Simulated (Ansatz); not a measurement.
# Electron scattering at the twin(10-12) boundary in hcp Ru with C (interstitial), part 2 of 2

Wanted: what the twin(10-12) boundary in hcp Ru with C (interstitial) costs an interconnect.

Ansatz 0.2.0; Ansatz plane-wave DFT, PBE, PAW files; relaxation of a bicrystal slab with its lowest layers held; PAW set soft_1 (the session's first sound run).

So far. Step 2 (Relaxing the bicrystal): The largest force component on a free atom ends at 0.026 eV/Å, under the tolerance of 0.03, after 6 steps.

## Step 3: Transmission across the boundary

Bulk layers of each grain are laid under and over the relaxed boundary, and a lead is named in the middle of each, away from the free faces. The mesh across the current, 10×24, is finer than the density's, because channels open and close sharply across the zone. Energies from -0.1 to 0.1 eV in steps of 0.05 eV are too few for the program's thermal sum, so it prints no conductance; for a metal the transmission near the Fermi level serves, at a fraction of the cost.

This step: Ansatz plane-wave DFT, PBE, PAW files; ballistic transport by layer matching (Landauer), zero bias; boundary relaxed in a short slab, bulk layers laid on; PAW set soft_1 (Ansatz 0.2.0).

System of this step: twin(10-12) boundary in hcp Ru with C (interstitial). The cell holds 58 atoms: 57 Ru and 1 C. Its edges and angles: a = 6.348 Å, b = 2.706 Å, c = 52.940 Å, α = 90.0°, β = 90.0°, γ = 90.0°. It derives from Ru. Regions: lower grain, 22 atoms (22 Ru); boundary, 18 atoms (17 Ru and 1 C); upper grain, 18 atoms (18 Ru). Vacuum lies along c.

File input.yaml:

```yaml
crystal:
  lattice:
    - [6.3481279548, 0.0, 0.0]
    - [0.0, 2.7058, 0.0]
    - [0.0, 0.0, 52.9396722508]
  atoms:
    - { symbol: Ru, position: [4.837733358, -6.5833333333, 0.0755577024] }
    - { symbol: Ru, position: [4.1560563199, -7.0833333334, 0.0954618996] }
    - { symbol: Ru, position: [4.5652178008, -6.0833333333, 0.1054139982] }
    - { symbol: Ru, position: [3.8835407627, -6.5833333334, 0.1253181953] }
    - { symbol: Ru, position: [4.2927022436, -5.5833333333, 0.1352702939] }
    - { symbol: Ru, position: [3.6110252055, -6.0833333334, 0.1551744911] }
    - { symbol: Ru, position: [4.0201866864, -5.0833333333, 0.1651265897] }
    - { symbol: Ru, position: [3.3385096483, -5.5833333334, 0.1850307869] }
    - { symbol: Ru, position: [3.7476711292, -4.5833333333, 0.1949828855] }
    - { symbol: Ru, position: [3.0659940911, -5.0833333334, 0.2148870827] }
    - { symbol: Ru, position: [3.475155572, -4.0833333333, 0.2248391812] }
    - { symbol: Ru, position: [2.7934785339, -4.5833333334, 0.2447433784] }
    - { symbol: Ru, position: [3.2026400148, -3.5833333333, 0.254695477] }
    - { symbol: Ru, position: [2.5209629767, -4.0833333334, 0.2745996742] }
    - { symbol: Ru, position: [2.9301244576, -3.0833333333, 0.2845517728] }
    - { symbol: Ru, position: [2.2484474195, -3.5833333334, 0.30445597] }
    - { symbol: Ru, position: [2.6576089004, -2.5833333333, 0.3144080686] }
    - { symbol: Ru, position: [1.9759318623, -3.0833333334, 0.3343122658] }
    - { symbol: Ru, position: [2.3850933432, -2.0833333333, 0.3442643643] }
    - { symbol: Ru, position: [1.7034163051, -2.5833333334, 0.3641685615] }
    - { symbol: Ru, position: [2.112577786, -1.5833333333, 0.3741206601] }
    - { symbol: Ru, position: [1.4309007479, -2.0833333334, 0.3940248573] }
    - { symbol: Ru, position: [0.8400622288, 0.9166666667, 0.4039769559] }
    - { symbol: Ru, position: [0.1583851907, 0.4166666667, 0.4238811531] }
    - { symbol: Ru, position: [0.5669407106, 0.4166666667, 0.4334070807] }
    - { symbol: Ru, position: [0.8808461587, 0.9166666667, 0.4536811178] }
    - { symbol: Ru, position: [0.2903069536, 0.9166666667, 0.4642025984] }
    - { symbol: Ru, position: [0.6068998721, 0.4166666667, 0.483170239] }
    - { symbol: Ru, position: [0.0219597111, 0.4166666667, 0.493637477] }
    - { symbol: Ru, position: [0.3437864514, 0.9166666667, 0.5179488814] }
    - { symbol: Ru, position: [0.7466703369, 0.9166666667, 0.5216528333] }
    - { symbol: Ru, position: [0.053375138, 0.4166666667, 0.5445998666] }
    - { symbol: C, position: [0.5097748158, 0.4166666667, 0.5434862009] }
    - { symbol: Ru, position: [0.7580608122, 0.9166666667, 0.5689412699] }
    - { symbol: Ru, position: [0.3527619406, 0.9166666667, 0.5705045318] }
    - { symbol: Ru, position: [0.0323275305, 0.4166666667, 0.595505336] }
    - { symbol: Ru, position: [0.6126905176, 0.4166666667, 0.6066616132] }
    - { symbol: Ru, position: [0.2973967522, 0.9166666667, 0.6258858576] }
    - { symbol: Ru, position: [0.8896416528, 0.9166666667, 0.6355419404] }
    - { symbol: Ru, position: [0.5727053546, 0.4166666667, 0.6560251337] }
    - { symbol: Ru, position: [1.1628505418, -1.5833333334, 0.6656877342] }
    - { symbol: Ru, position: [1.84452758, -1.0833333333, 0.6855919314] }
    - { symbol: Ru, position: [1.435366099, -2.0833333334, 0.69554403] }
    - { symbol: Ru, position: [2.1170431372, -1.5833333333, 0.7154482272] }
    - { symbol: Ru, position: [1.7078816562, -2.5833333334, 0.7254003258] }
    - { symbol: Ru, position: [2.3895586944, -2.0833333333, 0.745304523] }
    - { symbol: Ru, position: [1.9803972134, -3.0833333334, 0.7552566216] }
    - { symbol: Ru, position: [2.6620742516, -2.5833333333, 0.7751608188] }
    - { symbol: Ru, position: [2.2529127706, -3.5833333334, 0.7851129173] }
    - { symbol: Ru, position: [2.9345898088, -3.0833333333, 0.8050171145] }
    - { symbol: Ru, position: [2.5254283279, -4.0833333334, 0.8149692131] }
    - { symbol: Ru, position: [3.207105366, -3.5833333333, 0.8348734103] }
    - { symbol: Ru, position: [2.7979438851, -4.5833333334, 0.8448255089] }
    - { symbol: Ru, position: [3.4796209232, -4.0833333333, 0.8647297061] }
    - { symbol: Ru, position: [3.0704594423, -5.0833333334, 0.8746818047] }
    - { symbol: Ru, position: [3.7521364804, -4.5833333333, 0.8945860018] }
    - { symbol: Ru, position: [3.3429749995, -5.5833333334, 0.9045381004] }
    - { symbol: Ru, position: [4.0246520376, -5.0833333333, 0.9244422976] }
kpoints:
  mp_grid: { grid: [4, 9, 1] }
hamiltonian:
  xc: pbe
  pseudopotentials: { kind: paw, azcp: { folder: soft_1 } }
scf:
  occupations: { method: fermi_dirac, width: 0.1 }
output:
  transmission:
    leads: [[12, 14], [46, 48]]
    kmesh: [10, 24]
    e_range: [-0.1, 0.1]
    de: 0.05
  write_potential: true
  write_density: true
  volumetric_format: npy
  elf: true
```

The run is started by

```
> ansatz run input.yaml --threads 4 --pin off --max-ram 15360MiB --backend cpu --events-out ev --progress --plain --runs-dir out
```

Numbers of over 12 decimals in the logs are rounded to 6 here.

What it wrote:

```text
[...]
Crystal: 58 atoms, lattice volume = 909.332 Å³
Basis set: ecut = 420 eV, 17845 PW (Γ)
Bands: 550, of which v1, the nominal top of the filled ones, is band 458 counted from 1 (457 counted from 0)
Symmetry: 2 space group operations
[...]
k-points: 15 of 36 (time reversal used)
[...]
SCF iter   1: F=—  HF=-335367.596642 eV  |F-HF|=—  |Δ(HF+E_count)|=         —  Δρ=1.14e-1  dr2=3.10e2  ethr=3.10e-3  ⟨swp⟩=6.8  Hψ=29296  notcnv=0
[...]
SCF iter  12: F=-335330.122105 eV  HF=-335330.122105 eV  |F-HF|=2.11e-8  |Δ(HF+E_count)|=   2.26e-8  Δρ=1.66e-6  dr2=4.53e-8  ethr=1.09e-11  ⟨swp⟩=10.1  Hψ=22538  notcnv=0
SCF 1 converged in 12 iterations: F = -335330.122105 eV  dr2 = 4.53e-8
[...]
transmission: 640 of 6396 steps passed
transmission: 1280 of 6396 steps passed
[...]
transmission: 6396 of 6396 steps passed
WARN: The input density's exchange-correlation potential varies sharply where the density is thin. Do not read a vacuum level from v_tot or v_xc, or from such a field of the output density. On a cell that repeats whose density bears no net charge and no dipole along the vacuum's axis use v_es (v_loc + v_h of the components); under efield.dipole_correction with no amplitude use v_es + v_field, which holds any external [...]
SCF converged after 12 iterations
the last check of whether an eigenvalue changes by more than its tolerance under the output density was not made (no_room)
Free energy (F): -335330.122105 eV
[...]
Internal energy: -335328.446282 eV  (E = F + TS)
E sigma→0 (E₀):  -335329.284193 eV
Entropy (-TS):   -1.675823 eV (-28.894 meV/atom)
Fermi energy:    19.333375 eV
[...]
--- Band table (eV; the first three rows and the last of 15) ---
  k-point 0: bands = [... 454 lower, 18.8490, 18.8880, 18.9152, 18.9328, 18.9467, 19.0431, 19.0821, 19.0996, ... 88 higher]
  k-point 1: bands = [... 454 lower, 18.6220, 18.6760, 18.6889, 18.7172, 18.7411, 18.7775, 18.8410, 18.8784, ... 88 higher]
  k-point 2: bands = [... 454 lower, 18.5608, 18.6182, 18.6344, 18.6914, 18.7097, 18.7563, 18.7877, 18.8824, ... 88 higher]
  k-point 14: bands = [... 454 lower, 20.2432, 20.3016, 20.3255, 20.3587, 20.3842, 20.3878, 20.3968, 20.4416, ... 88 higher]
--- Transmission ---
  basis      : 149 plane waves across, 82 finite elements along
  points     : 78, standing for a mesh of 10 x 24
  energies   : 5 from -0.100000 to 0.100000 eV about the Fermi level, 0.050000 eV apart; the leads are filled to 0.000000 eV, and channels, transmission and decay are at 0.000000 eV
  crystal 0  : Ru4, at the sites [12, 14], period 3.1612 Å, over 18.97 Å; its Hamiltonian steps by up to 35.3 meV: too much for a lead, lay more layers or, if its atoms are ordered, name the step of that order
    offset         : up to 0.0000 Å between an atom of the period and one for which it stands
    channels       : 3.833333e0 a spin
    conductance    : none, the energies end too early or step too widely for 300 K: set another output.transmission.e_range or a lower de, or, where they end at an eighth of basis.ecutwfc, a higher one
[...]
channels       : 3.833333e0 a spin
[...]
junction   : crystal 0 to crystal 1, 13.39 to 39.55 Å
    transmission   : 2.015337e0 a spin
[...]
```

Run time: 21 min. Hardware: 4 threads of Arm Neoverse V1, shared host; peak memory 10 GiB; 77 min of CPU time.

The column dr2 measures how far the density is from self-consistency, as an energy; F and HF (Harris–Foulkes) agree once it is small.

Numbers from this step:

* free energy: -335330.1221 eV
* energy at zero smearing: -335329.2842 eV
* Fermi energy: 19.33 eV
* cell area: 17.18 Å²
* transmission per spin nearest the Fermi level: 2.015
* open channels per spin nearest the Fermi level: 3.833
* open channels per spin, upper lead: 3.833
* step of the lead's potential: 35.3 meV
* step of the upper lead's potential: 36.9 meV

Per spin. Transmission, zone mean against energy, zero at the Fermi level:

```
energy (eV)  transmission, zone mean
    -0.1000                     2.05
    -0.0500                     2.02
     0.0000                     2.02
     0.0500                     1.98
     0.1000                     2.02
```

Per spin. Table of open channels, zone mean by energy, zero at the Fermi level:

```
energy (eV)  lead  upper lead
    -0.1000  3.96        3.97
    -0.0500  3.92        3.92
     0.0000  3.83        3.83
     0.0500  3.73        3.78
     0.1000  3.82        3.82
```

Transmission over k1 and k2. At 0.0000 eV from the Fermi level.

Ten even steps from '_' (0.63) to '@' (4.53):
```
..__----##::##----__
____..----::----..__
..______::__::______
____....--__--....__
::--::--======--::--
--====--======--====
--==--::--==--::--==
--==--::::--::::--==
====++::::--::::++==
**++++::::--::::++++
@@####**------**####
@@####**==--==**####
@@####**------**####
**++++::::--::::++++
====++::::--::::++==
--==--::::--::::--==
--==--::--==--::--==
--====--======--====
::--::--======--::--
____....--__--....__
..______::__::______
____..----::----..__
..__----##::##----__
::--====++..++====--
```
Columns: k1 (b1) from -0.5 to 0.4; rows upwards: k2 (b2) from -0.5 to 0.458.

Open channels over k1 and k2. At 0.0000 eV from the Fermi level.

Ten even steps from '0' (2.00) to '9' (8.00):
```
0133818331
0013515310
0011313110
0011101110
3301333103
6311111113
3511111115
3531111135
6351111153
6563111365
9865535568
9866535668
9865535568
6563111365
6351111153
3531111135
3511111115
6311111113
3301333103
0011101110
0011313110
0013515310
0133818331
0033606330
```
Columns: k1 (b1) from -0.5 to 0.4; rows upwards: k2 (b2) from -0.5 to 0.458.

Valence density in the ca plane at fractional y = 0.417, with atoms of Ru and C within 0.2 Å of it. It is the smooth field of the valence electrons, not physical close to the nuclei.

Values in units of 1e0 e/Å³, 9 rows by 16 columns, each cell a mean:
```
0.4 0.3 0.3 0.3 0.3 2.3 2.8 0.4 1.9 0.9 0.7 3.3 0.6 0.3 0.3 0.3
0.4 0.3 0.2 0.3 0.3 0.4 0.4 0.3 0.3 0.3 0.4 0.4 0.4 0.3 0.3 0.3
0.4 0.3 1.2 0.8 0.7 3.7 0.7 0.3 0.3 0.3 0.3 2.3 2.8 0.4 1.7 0.6
0.3 0.3 6.5 4.0 1.4 8.9 1.4 0.3 1.0 0.5 0.3 5.0 6.1 0.8 8.1 2.4
0.3 0.4 3.8 2.3 0.5 2.2 0.5 0.4 1.4 0.7 0.2 1.1 1.4 0.5 4.2 1.3
0.3 0.3 0.5 0.4 0.3 0.3 0.2 0.4 0.5 0.4 0.3 0.2 0.3 0.3 0.5 0.4
0.5 0.9 3.2 0.5 0.3 0.2 0.3 0.3 0.3 0.3 0.3 0.2 0.3 0.3 1.6 3.0
2.6 2.2 8.7 0.8 0.3 1.2 1.4 0.4 3.4 1.4 0.6 2.5 0.5 0.2 3.8 7.4
1.9 0.7 2.4 0.4 0.3 4.9 6.2 0.6 7.8 3.3 1.6 9.0 1.2 0.2 1.0 1.9
```
Columns run along c (16.0 Å, from fractional 0.38 to 0.68 of the cell), rows up along a (6.3 Å). Atoms in or near the plane, at fractional coordinates: Ru at (0.42, 0.16), Ru at (0.43, 0.57), Ru at (0.48, 0.61), Ru at (0.49, 0.02), Ru at (0.54, 0.05), C at (0.54, 0.51), Ru at (0.60, 0.03), Ru at (0.61, 0.61), Ru at (0.66, 0.57), Ru at (0.67, 0.16).

ELF in the ca plane at fractional y = 0.417, with atoms of Ru and C within 0.2 Å of it. It is the smooth field of the valence electrons, not physical close to the nuclei.

Ten even steps from '0' (0.18) to '9' (0.71), each cell a mean:
```
11222100222121267741213674121367631222221012
22122111122222134311221221122123212222211112
12222111122122222112221111222211122212211112
12222210122221121222111000111221121122210122
11112211211212553122111110112212563122122112
10111146631225776211125764111126776321367520
11110277762237767300049998400026767422676740
22111376773225777200179229710015776222676741
22222157741212442010179029710101342121367521
12222123311222100121159899511210012221123212
22222222222122111122124554112211012222222222
12221232122122111122110000112211112222212321
21212676212222210122210000122210122222125763
62225767511122211112211332122112112211147676
74225767511111146521214775111256521111047676
73212676301110377751127767311477740111125763
41121221121111476762226777312576751111211221
```
Columns run along c (16.0 Å, from fractional 0.38 to 0.68 of the cell), rows up along a (6.3 Å). Atoms in or near the plane, at fractional coordinates: Ru at (0.42, 0.16), Ru at (0.43, 0.57), Ru at (0.48, 0.61), Ru at (0.49, 0.02), Ru at (0.54, 0.05), C at (0.54, 0.51), Ru at (0.60, 0.03), Ru at (0.61, 0.61), Ru at (0.66, 0.57), Ru at (0.67, 0.16).

Electrostatic potential energy in the ca plane at fractional y = 0.417, with atoms of Ru and C within 0.2 Å of it. With pseudopotentials it is smooth inside the atoms' cores, unlike the true potential.

Ten even steps from '0' (-75 eV) to '9' (22 eV), each cell a mean:
```
99999999999999731269996446899732379999999999
99999999999999976789999889999977799999999999
99999999999999999999999999999999999999999999
99999999999999989999999999999999889999999999
89999988899997557999999999999997546899987899
89999853369984103799999999999984003799732489
99999720038983001799998779999983002698400169
99999720038985113899996347999985114898400169
99999852258998667999996337999998668999732489
99999987789999999999998678999999999999987899
99999999999999999999999999999999999999999999
99999878999999999999999999999999999999998789
89997434799999999999999999999999999999984236
48995101599999998999998778999988899999961004
16985101599999864589985225899853589999962004
27997424799999620158983002799510159999985336
58999878999999610048983002798500058999998889
```
Columns run along c (16.0 Å, from fractional 0.38 to 0.68 of the cell; values clipped at the 3rd and 97th percentile), rows up along a (6.3 Å). Atoms in or near the plane, at fractional coordinates: Ru at (0.42, 0.16), Ru at (0.43, 0.57), Ru at (0.48, 0.61), Ru at (0.49, 0.02), Ru at (0.54, 0.05), C at (0.54, 0.51), Ru at (0.60, 0.03), Ru at (0.61, 0.61), Ru at (0.66, 0.57), Ru at (0.67, 0.16).

Over the solved energies the transmission per spin lies between 1.98 and 2.05, out of 3.85 channels of the lead on average (up to 3.96). The log calls the step of a lead's potential too much.

## Step 4: Specific resistance

This step: Ansatz plane-wave DFT, PBE, PAW files; ballistic transport by layer matching (Landauer), zero bias; specific resistance of the boundary; PAW set soft_1 (Ansatz 0.2.0).

This step gave:

| Quantity | Value |
| --- | --- |
| area resistance | 0.5235 fΩ m² |
| T over the leads' mean channel count | 0.5233 |

Averaged over the energies near the Fermi level, 52.3 % of the channels pass, which makes 0.524 fΩ m².

By hand, with T and the leads' channels N averaged over the energies near the Fermi level: RA = A (h/2e²)(1/T − ½[1/N₁ + 1/N₂]) = 17.18×10⁻²⁰ m² × 12 906 Ω × (1/2.019 − ½[1/3.851 + 1/3.863]) = 0.524 fΩ m².

## Step 5: Outcome

```yaml
specific_resistance_of_the_boundary: 0.524 fΩ m²
share_of_channels_that_pass: 0.523
```

The boundary has a specific resistance of 0.52 fΩ m². The boundary reflects 48 % of the channels; 0.52 fΩ m² is 5.2×10⁻¹² Ω·cm². One C in 17.2 Å² of boundary is a high coverage. One starting structure was relaxed; another shift or atom count at the boundary may lie lower. A lead's potential steps by up to 37 meV from period to period, which the log calls too much, so longer leads could move the result.

[Logs are printed without paths, hosts, clocks, repeated set-up lines and the standing remarks that a program may print on its own settings, such as how far it seeks lower states.]

[Hosts, paths, dates, database ids (printed as entryN), source tags and the programs' standing remarks are cut or masked in the printed files.]
